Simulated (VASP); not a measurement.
# P (P2/m) in VASP: further runs

Runs on P. Level: PBE. Tasks: single point.

Program: VASP 6.6.1. These are calculated values, not measurements. Logs are shortened: lines on timing, memory, paths and dates and some standing lists are left out, and cuts for length are marked.

## Step 1: Starting point

Symmetry: P2/m, No. 10, monoclinic system. Conventional cell: a = 2.425 Å, b = 2.439 Å, c = 4.852 Å, α = 90.00°, β = 90.24°, γ = 90.00°. P (site symmetry m) is surrounded by 6 P at 2.42 to 2.44 Å.

This isn't the form of P at room conditions, which is orthorhombic.

## Step 2: Single point, PBE

File INCAR:

```
PREC = Accurate
ENCUT = 460
EDIFF = 1E-6
ISMEAR = 0
SIGMA = 0.1
LREAL = False
LASPH = True
NELM = 100
ALGO = Normal
ISIF = 2
LWAVE = False
LCHARG = False
GGA = PE
ADDGRID = False
```

File KPOINTS:

```
regular mesh
0
Gamma
  6 6 3
```

File POSCAR:

```
P
1.0
    2.4246941115      0.0000000000      0.0000000000
    0.0000000000      2.4385351442      0.0000000000
   -0.0203144631      0.0000000000      4.8524328982
P
2
Direct
   -0.0009640000     -0.0137570000      0.7520410000
    1.0088450000      0.0001830000      0.2407300000
```

Potentials or basis: VASP PAW PBE potentials, release 64 (P).

Started as:

```sh
$ cat potpaw_PBE.64/P/POTCAR > POTCAR
$ mpirun -np 1 vasp_std > vasp.out
```

OUTCAR:

```text
PREC = Accurate
   ENCUT = 460
   EDIFF = 1E-6
   ISMEAR = 0
   LREAL = False
   LASPH = True
   NELM = 100
   ISIF = 2
   GGA = PE

 Found     56 irreducible k-points:

 Following reciprocal coordinates:
            Coordinates               Weight
  0.000000  0.000000  0.000000      1.000000
  0.166667  0.000000 -0.000000      2.000000
  0.333333  0.000000 -0.000000      2.000000
  0.500000  0.000000 -0.000000      1.000000
  0.000000  0.166667  0.000000      2.000000
  0.166667  0.166667 -0.000000      2.000000
   k-points           NKPTS =     56   k-points in BZ     NKDIM =     56   number of bands    NBANDS=      9
   number of dos      NEDOS =    301   number of ions     NIONS =      2
   total plane-waves  NPLWV =  11664
   dimension x,y,z NGX =    18 NGY =   18 NGZ =   36
   dimension x,y,z NGXF=    36 NGYF=   36 NGZF=   72
   ions per type =               2
   NGX,Y,Z   is equivalent  to a cutoff of  12.34, 12.27, 12.33 a.u.
   NGXF,Y,Z  is equivalent  to a cutoff of  24.68, 24.54, 24.67 a.u.
 SYSTEM =  unknown system
   PREC   = accura    normal or accurate (medium, high low for compatibility)
   ISTART =      0    job   : 0-new  1-cont  2-samecut
   ICHARG =      2    charge: 1-file 2-atom 10-const
   ISPIN  =      1    spin polarized calculation?
   LNONCOLLINEAR =      F non collinear calculations
   LSORBIT =      F    spin-orbit coupling
   LASPH  =      T    aspherical Exc in radial PAW
   ENCUT  =  460.0 eV  33.81 Ry    5.81 a.u.   4.24  4.26  8.49*2*pi/ulx,y,z
   NELM   =    100;   NELMIN=  2; NELMDL= -5     # of ELM steps
   EDIFF  = 0.1E-05   stopping-criterion for ELM
   LREAL  =      F    real-space projection
   EDIFFG = 0.1E-04   stopping-criterion for IOM
   NSW    =      0    number of steps for IOM
   IBRION =     -1    ionic relax: 0-MD 1-quasi-New 2-CG
   NFREE  =      0    steps in history (QN), initial steepest desc. (CG)
   ISIF   =      2    stress and relaxation
   ISYM   =      2    0-nonsym 1-usesym 2-fastsym
   POTIM  = 0.5000    time-step for ionic-motion
   TEBEG  =    0.0;   TEEND  =   0.0 temperature during run
   PSTRESS=    0.0 pullay stress
   NELECT =      10.0000    total number of electrons
   NUPDOWN=      -1.0000    fix difference up-down
   EMIN   =  10.00;   EMAX   =-10.00  energy-range for DOS
   EFERMI =   0.00;   METHOD = LEGACY
   ISMEAR =     0;   SIGMA  =   0.10  broadening in eV -4-tet -1-fermi 0-gaus
   EFERMI_NEDOS =   21; number of points for ismear=-14 and -15
   IALGO  =     38    algorithm
   IMIX   =      4    mixing-type and parameters
     AMIX     =   0.40;   BMIX     =  1.00
     AMIX_MAG =   1.60;   BMIX_MAG =  1.00
  volume/ion in A,a.u.               =      14.35        96.81
  Fermi-wavevector in a.u.,A,eV,Ry     =   1.152107  2.177167 18.059715  1.327352
  Thomas-Fermi vector in A             =   2.288761
   LORBIT       =      0    0 simple, 1 ext, 2 COOP (PROOUT), +10 PAW based schemes
   GGA     = PE    functional components
   LHFCALC =     F    Hartree Fock is set to
   AEXX    =    0.0000 exact exchange contribution
   IVDW    =     0    specifies the selected vdW correction
   LEPSILON=     F    determine dielectric tensor
   LRPA    =     F    only Hartree local field effects (RPA)
 non-spin polarized calculation
 Gauss-broadening in eV      SIGMA  =   0.10
  energy-cutoff  :      460.00
  volume of cell :       28.69
 maximum number of plane-waves:       653
 NGX is ok and might be reduce to    18
   NGX =  9   NGY =  9   NGZ = 17

 number of electron      10.0000000 magnetization

 Free energy of the ion-electron system (eV)
  ---------------------------------------------------
  ext. energy  EPLUGINS =         0.00000000
  ---------------------------------------------------
  free energy    TOTEN  =       -10.58410265 eV

  energy without entropy =      -10.57684093  energy(sigma->0) =      -10.58047179

 E-fermi :  10.0404     XC(G=0): -11.3345

 val. band max:       10.0112934690   @ k =   0.1667   0.1667  -0.3333
 cond. band min:      10.0572577353   @ k =  -0.1667   0.1667  -0.3333
 fundamental gap:      0.0459642663
 Fermi energy:        10.0404292053

 k-point     1 :       0.0000    0.0000    0.0000
  band No.  band energies     occupation
      1      -6.8036      2.00000
      2      -2.3530      2.00000
      3       1.0695      2.00000
      4      14.8059      0.00000
      5      15.0265      0.00000
      6      15.0544      0.00000
      7      16.5982      0.00000
      8      16.6607      0.00000
      9      17.7663      0.00000

 k-point     2 :       0.1667    0.0000   -0.0000
  band No.  band energies     occupation
      1      -6.1618      2.00000
      2      -1.7069      2.00000
      3       1.6471      2.00000
      4       9.6022      2.00000
      5      13.0749      0.00000
      6      15.3098      0.00000
      7      15.5412      0.00000
      8      17.1071      0.00000
      9      18.2134      0.00000

 k-point     3 :       0.3333    0.0000   -0.0000
  band No.  band energies     occupation
      1      -4.3142      2.00000
      2       0.1844      2.00000
      3       3.2216      2.00000
      4       4.2154      2.00000
      5       7.9516      2.00000
      6      13.4032      0.00000
      7      16.6577      0.00000
      8      16.8912      0.00000
      9      18.3761      0.00000

 k-point     4 :       0.5000    0.0000   -0.0000
  band No.  band energies     occupation
      1      -2.3661      2.00000
      2       1.0527      2.00000
      3       2.4854      2.00000
      4       4.5080      2.00000
      5       4.5787      2.00000
      6      10.7727      0.00000
      7      17.7237      0.00000
      8      17.9553      0.00000
      9      19.2388      0.00000

 k-point     5 :       0.0000    0.1667    0.0000
  band No.  band energies     occupation
      1      -6.1721      2.00000
      2      -1.7166      2.00000
      3       1.6369      2.00000
      4       9.4697      2.00000
      5      12.9456      0.00000
      6      15.5178      0.00000
      7      15.5472      0.00000
      8      17.1480      0.00000
      9      18.4334      0.00000

 k-point     6 :       0.1667    0.1667   -0.0000
  band No.  band energies     occupation
      1      -5.5313      2.00000
      2      -1.0729      2.00000
      3       2.2112      2.00000
      4       9.4979      2.00000
      5      10.8180      0.00000
      6      12.5133      0.00000
      7      15.2156      0.00000
      8      16.0492      0.00000
      9      18.9878      0.00000

 [... further k-points ...]

------------------------ aborting loop because EDIFF is reached ----------------------------------------

  FORCE on cell =-STRESS in cart. coord.  units (eV):
  Direction    XX          YY          ZZ          XY          YZ          ZX
  --------------------------------------------------------------------------------------
  -------------------------------------------------------------------------------------
  Total        0.3849393      0.5169655      0.3123404     -0.0030189     -0.0142239      0.0196976
  in kB       21.4959832     28.8686585     17.4418799     -0.1685807     -0.7942982      1.0999629
  external PRESSURE =      22.6021739 kB  Pullay stress =       0.0000000 kB

 VOLUME and BASIS-vectors are now :
 -----------------------------------------------------------------------------
  energy-cutoff  :      460.00
  volume of cell :       28.69
      direct lattice vectors                 reciprocal lattice vectors
     2.424694112  0.000000000  0.000000000     0.412423157  0.000000000  0.001726589
     0.000000000  2.438535144  0.000000000     0.000000000  0.410082259  0.000000000
    -0.020314463  0.000000000  4.852432898     0.000000000  0.000000000  0.206082190

 POSITION                                       TOTAL-FORCE (eV/Angst)
 -----------------------------------------------------------------------------------
      2.40708      2.40499      3.64923         0.045909      0.068221     -0.210024
      0.01656      0.00045      1.16813        -0.045909     -0.068221      0.210024
 -----------------------------------------------------------------------------------
    total drift:                               -0.000001      0.000000     -0.000001

  FREE ENERGIE OF THE ION-ELECTRON SYSTEM (eV)
  ---------------------------------------------------
  free  energy   TOTEN  =       -10.5841026542 eV

  energy  without entropy=      -10.5768409292  energy(sigma->0) =      -10.58047179
```

Wall time 9.8 s (1 thread of Intel Xeon Platinum 8259CL at 2.50GHz (Skylake/Cascade Lake), shared host); peak memory 0.13 GiB.

The run converged, but some of its settings lie outside the range that counts as converged, so its numbers aren't taken as properties of the crystal.

What came out:

```
Free energy            : -10.5841 eV
Pressure               : 2.3 GPa
Largest force          : 0.226 eV/Å
Band gap on the k mesh : none (metal or under the smearing width)
```

Caveat: the k mesh is coarse (spacing up to 0.43 Å⁻¹), so the values aren't converged.

## Step 3: Single point, PBE

Changes to INCAR since step 2:

```diff
@@ -1,3 +1,3 @@
 PREC = Accurate
-ENCUT = 460
+ENCUT = 520
 EDIFF = 1E-6
```

KPOINTS is that of step 2.

File POSCAR:

```
P
1.0
    2.4246941115      0.0000000000      0.0000000000
    0.0000000000      2.4385351442      0.0000000000
   -0.0203144631      0.0000000000      4.8524328982
P
2
Direct
    0.0000000300      0.0000000000      0.7494253600
    0.9999999700      0.0000000000      0.2505746400
```

Potentials or basis: VASP PAW PBE potentials, release 64 (P).

Started as:

```sh
$ cat potpaw_PBE.64/P/POTCAR > POTCAR
$ mpirun -np 1 vasp_std > vasp.out
```

OUTCAR:

```text
PREC = Accurate
   ENCUT = 520
   EDIFF = 1E-6
   ISMEAR = 0
   LREAL = False
   LASPH = True
   NELM = 100
   ISIF = 2
   GGA = PE

 Found     40 irreducible k-points:

 Following reciprocal coordinates:
            Coordinates               Weight
  0.000000  0.000000  0.000000      1.000000
  0.166667  0.000000 -0.000000      2.000000
  0.333333  0.000000 -0.000000      2.000000
  0.500000  0.000000 -0.000000      1.000000
  0.000000  0.166667  0.000000      2.000000
  0.166667  0.166667 -0.000000      4.000000
   k-points           NKPTS =     40   k-points in BZ     NKDIM =     40   number of bands    NBANDS=      9
   number of dos      NEDOS =    301   number of ions     NIONS =      2
   total plane-waves  NPLWV =  11664
   dimension x,y,z NGX =    18 NGY =   18 NGZ =   36
   dimension x,y,z NGXF=    36 NGYF=   36 NGZF=   72
   ions per type =               2
   NGX,Y,Z   is equivalent  to a cutoff of  12.34, 12.27, 12.33 a.u.
   NGXF,Y,Z  is equivalent  to a cutoff of  24.68, 24.54, 24.67 a.u.
 SYSTEM =  unknown system
   PREC   = accura    normal or accurate (medium, high low for compatibility)
   ISTART =      0    job   : 0-new  1-cont  2-samecut
   ICHARG =      2    charge: 1-file 2-atom 10-const
   ISPIN  =      1    spin polarized calculation?
   LNONCOLLINEAR =      F non collinear calculations
   LSORBIT =      F    spin-orbit coupling
   LASPH  =      T    aspherical Exc in radial PAW
   ENCUT  =  520.0 eV  38.22 Ry    6.18 a.u.   4.51  4.53  9.02*2*pi/ulx,y,z
   NELM   =    100;   NELMIN=  2; NELMDL= -5     # of ELM steps
   EDIFF  = 0.1E-05   stopping-criterion for ELM
   LREAL  =      F    real-space projection
   EDIFFG = 0.1E-04   stopping-criterion for IOM
   NSW    =      0    number of steps for IOM
   IBRION =     -1    ionic relax: 0-MD 1-quasi-New 2-CG
   NFREE  =      0    steps in history (QN), initial steepest desc. (CG)
   ISIF   =      2    stress and relaxation
   ISYM   =      2    0-nonsym 1-usesym 2-fastsym
   POTIM  = 0.5000    time-step for ionic-motion
   TEBEG  =    0.0;   TEEND  =   0.0 temperature during run
   PSTRESS=    0.0 pullay stress
   NELECT =      10.0000    total number of electrons
   NUPDOWN=      -1.0000    fix difference up-down
   EMIN   =  10.00;   EMAX   =-10.00  energy-range for DOS
   EFERMI =   0.00;   METHOD = LEGACY
   ISMEAR =     0;   SIGMA  =   0.10  broadening in eV -4-tet -1-fermi 0-gaus
   EFERMI_NEDOS =   21; number of points for ismear=-14 and -15
   IALGO  =     38    algorithm
   IMIX   =      4    mixing-type and parameters
     AMIX     =   0.40;   BMIX     =  1.00
     AMIX_MAG =   1.60;   BMIX_MAG =  1.00
  volume/ion in A,a.u.               =      14.35        96.81
  Fermi-wavevector in a.u.,A,eV,Ry     =   1.152107  2.177167 18.059715  1.327352
  Thomas-Fermi vector in A             =   2.288761
   LORBIT       =      0    0 simple, 1 ext, 2 COOP (PROOUT), +10 PAW based schemes
   GGA     = PE    functional components
   LHFCALC =     F    Hartree Fock is set to
   AEXX    =    0.0000 exact exchange contribution
   IVDW    =     0    specifies the selected vdW correction
   LEPSILON=     F    determine dielectric tensor
   LRPA    =     F    only Hartree local field effects (RPA)
 non-spin polarized calculation
 Gauss-broadening in eV      SIGMA  =   0.10
  energy-cutoff  :      520.00
  volume of cell :       28.69
 maximum number of plane-waves:       792
   NGX =  9   NGY =  9   NGZ = 19

 number of electron      10.0000000 magnetization

 number of electron       9.9999996 magnetization

 Free energy of the ion-electron system (eV)
  ---------------------------------------------------
  ext. energy  EPLUGINS =         0.00000000
  ---------------------------------------------------
  free energy    TOTEN  =       -10.59155571 eV

  energy without entropy =      -10.58391338  energy(sigma->0) =      -10.58773455

 E-fermi :  10.0485     XC(G=0): -11.3366

 val. band max:       10.0260947281   @ k =  -0.1667   0.1667   0.3333
 cond. band min:      10.0610552314   @ k =   0.1667   0.1667   0.3333
 fundamental gap:      0.0349605033
 Fermi energy:        10.0485383210

 k-point     1 :       0.0000    0.0000    0.0000
  band No.  band energies     occupation
      1      -6.7876      2.00000
      2      -2.3580      2.00000
      3       1.0661      2.00000
      4      14.8175      0.00000
      5      15.0215      0.00000
      6      15.0638      0.00000
      7      16.6178      0.00000
      8      16.6774      0.00000
      9      17.7465      0.00000
[... 49 lines left out ...]
 k-point     6 :       0.1667    0.1667   -0.0000
  band No.  band energies     occupation
      1      -5.5149      2.00000
      2      -1.0778      2.00000
      3       2.2082      2.00000
      4       9.5094      2.00000
      5      10.8334      0.00000
      6      12.5071      0.00000
      7      15.2326      0.00000
      8      16.0201      0.00000
      9      18.9902      0.00000

 [... further k-points ...]

------------------------ aborting loop because EDIFF is reached ----------------------------------------

  FORCE on cell =-STRESS in cart. coord.  units (eV):
  Direction    XX          YY          ZZ          XY          YZ          ZX
  --------------------------------------------------------------------------------------
  -------------------------------------------------------------------------------------
  Total        0.3168901      0.4339467      0.3185482      0.0000000      0.0000000      0.0277931
  in kB       17.6959457     24.2326831     17.7885347      0.0000000      0.0000000      1.5520368
  external PRESSURE =      19.9057212 kB  Pullay stress =       0.0000000 kB

 VOLUME and BASIS-vectors are now :
 -----------------------------------------------------------------------------
  energy-cutoff  :      520.00
  volume of cell :       28.69
      direct lattice vectors                 reciprocal lattice vectors
     2.424694112  0.000000000  0.000000000     0.412423157  0.000000000  0.001726589
     0.000000000  2.438535144  0.000000000     0.000000000  0.410082259  0.000000000
    -0.020314463  0.000000000  4.852432898     0.000000000  0.000000000  0.206082190

 POSITION                                       TOTAL-FORCE (eV/Angst)
 -----------------------------------------------------------------------------------
     -0.01522      0.00000      3.63654         0.000200      0.000000      0.021945
      2.41960      0.00000      1.21590        -0.000200      0.000000     -0.021945
 -----------------------------------------------------------------------------------
    total drift:                               -0.000000      0.000000     -0.000000

  FREE ENERGIE OF THE ION-ELECTRON SYSTEM (eV)
  ---------------------------------------------------
  free  energy   TOTEN  =       -10.5915557126 eV

  energy  without entropy=      -10.5839133840  energy(sigma->0) =      -10.58773455
```

OSZICAR:

```text
N       E                     dE             d eps       ncg     rms          rms(c)
DAV:   1     0.194608674945E+02    0.19461E+02   -0.47382E+03   720   0.973E+02
DAV:   2    -0.983779594983E+01   -0.29299E+02   -0.28118E+02  1072   0.117E+02
DAV:   3    -0.105822622796E+02   -0.74447E+00   -0.73992E+00   983   0.207E+01
DAV:   4    -0.105861855467E+02   -0.39233E-02   -0.39208E-02  1052   0.163E+00
DAV:   5    -0.105862004356E+02   -0.14889E-04   -0.14885E-04   978   0.799E-02    0.661E+00
DAV:   6    -0.105885271818E+02   -0.23267E-02   -0.12180E-03   954   0.398E-01    0.393E+00
DAV:   7    -0.105912794008E+02   -0.27522E-02   -0.34477E-03   808   0.675E-01    0.118E-01
DAV:   8    -0.105915267123E+02   -0.24731E-03   -0.16393E-04   912   0.123E-01    0.268E-02
DAV:   9    -0.105915550249E+02   -0.28313E-04   -0.26309E-05   822   0.489E-02    0.361E-03
DAV:  10    -0.105915557126E+02   -0.68774E-06   -0.52219E-07   710   0.662E-03
   1 F= -.10591556E+02 E0= -.10587735E+02  d E =-.764233E-02
```

stdout:

```text
POSCAR found type information on POSCAR P
 POSCAR found :  1 types and       2 ions
 scaLAPACK will be used
 LDA part: xc-table for (Slater+PW92), standard interpolation
 POSCAR, INCAR and KPOINTS ok, starting setup
 FFT: planning ... GRIDC
 FFT: planning ... GRID_SOFT
 FFT: planning ... GRID
 WAVECAR not read
 entering main loop
```

Wall time 7.7 s (1 thread of Intel Xeon Platinum 8259CL at 2.50GHz (Skylake/Cascade Lake), shared host); peak memory 0.13 GiB.

These settings aren't checked as converged: the numbers below hold their error.

Results:

| Property | Result |
| --- | --- |
| Free energy | -10.5916 eV |
| Pressure | 2.0 GPa |
| Largest force | 0.022 eV/Å |
| Band gap on the k mesh | none (metal or under the smearing width) |

Caveat: the k mesh is coarse (spacing up to 0.43 Å⁻¹), so the values aren't converged.

## Step 4: The reference run

An earlier run on the cell as given: functional PBE; potentials or basis VASP PAW PBE potentials, release 64 (P); cutoff 520 eV; k mesh 11 × 11 × 6; occupations fermi-dirac, width 0.05 eV; no spin polarisation.

- Pressure: 1.9 GPa
- Largest force: 0.005 eV/Å
- Band gap on the k mesh: none (metal or under the smearing width)
